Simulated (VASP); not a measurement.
# Br: molecular dynamics with a thermostat

Br, I4/mmm (no. 139), 8 atoms in the cell. PBE, molecular dynamics; PAW potentials Br (PBE set).

Ensemble: Nose-Hoover chain; Target temperature (K): 1000.

## Input

INCAR:
```
ALGO = Fast
EDIFF = 1E-6
ENCUT = 220
GGA = PE
IBRION = 0
ISIF = 2
ISMEAR = -1
ISYM = 0
KPAR = 2
LASPH = True
LCHARG = False
LREAL = Auto
LWAVE = False
MDALGO = 4
NELM = 60
NELMIN = 4
NHC_NCHAINS = 3
NHC_PERIOD = 30
NSW = 60
POTIM = 3.0
PREC = Normal
RANDOM_SEED = 619509 0 0
SIGMA = 0.05
TEBEG = 1000
```

KPOINTS:
```
k-points
0
Monkhorst-Pack
  2 2 2
```

POSCAR:
```
Br
1.0
    5.6939668200      0.0000000000      0.0000000000
    0.0000000000      5.6939668200      0.0000000000
    0.0000000000      0.0000000000      7.1550347400
Br
8
Direct
    0.0000000000      0.0000000000      0.0000000000
    0.0000000000      0.5000000000      0.0000000000
    0.5000000000      0.0000000000      0.0000000000
    0.5000000000      0.5000000000      0.0000000000
    0.2500000000      0.2500000000      0.5000000000
    0.2500000000      0.7500000000      0.5000000000
    0.7500000000      0.2500000000      0.5000000000
    0.7500000000      0.7500000000      0.5000000000
```

Commands:
```
cat potpaw_PBE.64/Br/POTCAR > POTCAR
mpirun -np 2 vasp_std > vasp.out
```

## Result

- Mean temperature (K): 962
- Standard error of the mean temperature (K): 145
- Relative fluctuation of the kinetic energy: 0.327
- Canonical value of that fluctuation: 0.309
- Rise of the mean potential energy above the start (meV/atom): 38.0
- Electronic steps per ionic step after the first: 5.2

Course of the run:

| Time (fs) | Temperature (K) | Potential energy less the first (meV/atom) |
|---|---|---|
| 3 | 1000 | 0.0 |
| 18 | 935 | 7.3 |
| 30 | 790 | 24.1 |
| 45 | 553 | 52.1 |
| 57 | 433 | 67.4 |
| 72 | 502 | 63.2 |
| 84 | 726 | 43.7 |
| 99 | 1051 | 20.0 |
| 111 | 1217 | 15.1 |
| 126 | 1268 | 27.0 |
| 138 | 1232 | 43.0 |
| 153 | 1202 | 58.3 |
| 165 | 1270 | 58.0 |
| 180 | 1513 | 37.5 |

REPORT:
```
MDALGO =   4
           NHC_NCHAINS =   3
            NHC_PERIOD =    30
            NHC_NRESPA =    1
                NHC_NS =  1
               SCALING =       0
                 CNEXP =     9.000   14.000
           RANDOM_SEED =            619509                0                0

   original number of atomic DOF:         21
   number of independent constraints:      0
   number of active DOF:                  21

========================================
         MD step No.       1
========================================

  Atomic velocities initialized by STEP_tb

  >Nose-Hoover_chains
                       xs       vs(fs^-1)
   nhc_s>   0.66804740E-10   0.89063708E-10
   nhc_s>  -0.13889371E-03  -0.18519805E-03
   nhc_s>  -0.13888889E-03  -0.18515946E-03

  >Energies
                    E_tot             E_pot             E_kin               EPS                ES
   e_b>   -0.72887459E+01   -0.81935718E+01    0.90482593E+00    0.23935520E-04   -0.23937477E-04

  >Temperature
               T_sim     T_inst
   tmprt>   1000.000   1000.000

           RANDOM_SEED =            619509               48                0

[... steps left out ...]

========================================
         MD step No.      60
========================================

  >Nose-Hoover_chains
                       xs       vs(fs^-1)
   nhc_s>  -0.41816029E+00  -0.10059900E-02
   nhc_s>  -0.44170477E-01   0.11027959E-01
   nhc_s>  -0.15453069E+01  -0.15241637E-01

  >Energies
                    E_tot             E_pot             E_kin               EPS                ES
   e_b>   -0.72874208E+01   -0.78932581E+01    0.13685950E+01    0.13093786E+00   -0.89369559E+00

  >Temperature
               T_sim     T_inst
   tmprt>   1000.000   1512.551

           RANDOM_SEED =            619509               48                0
```

OSZICAR:
```
N       E                     dE             d eps       ncg     rms          rms(c)
DAV:   1     0.278876958508E+03    0.27888E+03   -0.14936E+04   264   0.728E+02
DAV:   2     0.100634958656E+02   -0.26881E+03   -0.26696E+03   368   0.193E+02
DAV:   3    -0.826437721938E+01   -0.18328E+02   -0.18148E+02   294   0.582E+01
DAV:   4    -0.852672777252E+01   -0.26235E+00   -0.26081E+00   288   0.756E+00
DAV:   5    -0.853139315938E+01   -0.46654E-02   -0.46635E-02   296   0.841E-01    0.153E+01
RMM:   6    -0.829466943903E+01    0.23672E+00   -0.15184E-01   264   0.177E+00    0.923E+00
RMM:   7    -0.819221474674E+01    0.10245E+00   -0.38172E-01   264   0.293E+00    0.269E-01
RMM:   8    -0.819327228391E+01   -0.10575E-02   -0.23085E-02   264   0.957E-01    0.870E-02
RMM:   9    -0.819354196734E+01   -0.26968E-03   -0.27913E-03   266   0.301E-01    0.561E-02
RMM:  10    -0.819357451462E+01   -0.32547E-04   -0.33622E-04   270   0.947E-02    0.484E-02
RMM:  11    -0.819357136691E+01    0.31477E-05   -0.68889E-05   264   0.421E-02    0.213E-02
RMM:  12    -0.819357101218E+01    0.35473E-06   -0.23577E-05   264   0.221E-02    0.412E-03
[... left out ...]
     59 T=  1454. E= -.72826095E+01 F= -.78492101E+01 E0= -.77952614E+01  EK= 0.13204E+01 SP= -.89E+00 SK= 0.13E+00
[... last step whole ...]
       N       E                     dE             d eps       ncg     rms          rms(c)
DAV:   1    -0.789296453837E+01   -0.43754E-01   -0.52802E-02   496   0.355E+00    0.290E-02
RMM:   2    -0.789321627750E+01   -0.25174E-03   -0.24884E-03   267   0.181E-01    0.269E-02
RMM:   3    -0.789325312686E+01   -0.36849E-04   -0.44048E-04   283   0.626E-02    0.172E-02
RMM:   4    -0.789325756275E+01   -0.44359E-05   -0.62240E-05   272   0.234E-02    0.147E-02
RMM:   5    -0.789325810792E+01   -0.54517E-06   -0.81900E-06   193   0.958E-03
     60 T=  1513. E= -.72835131E+01 F= -.78932581E+01 E0= -.78402287E+01  EK= 0.13725E+01 SP= -.89E+00 SK= 0.13E+00
```

Limits: 180 fs of 8 atoms are too short for converged averages.

VASP 6.6.1 took 210 s on 2 cores (AMD EPYC 7R13 (Zen 3)), a shared host.
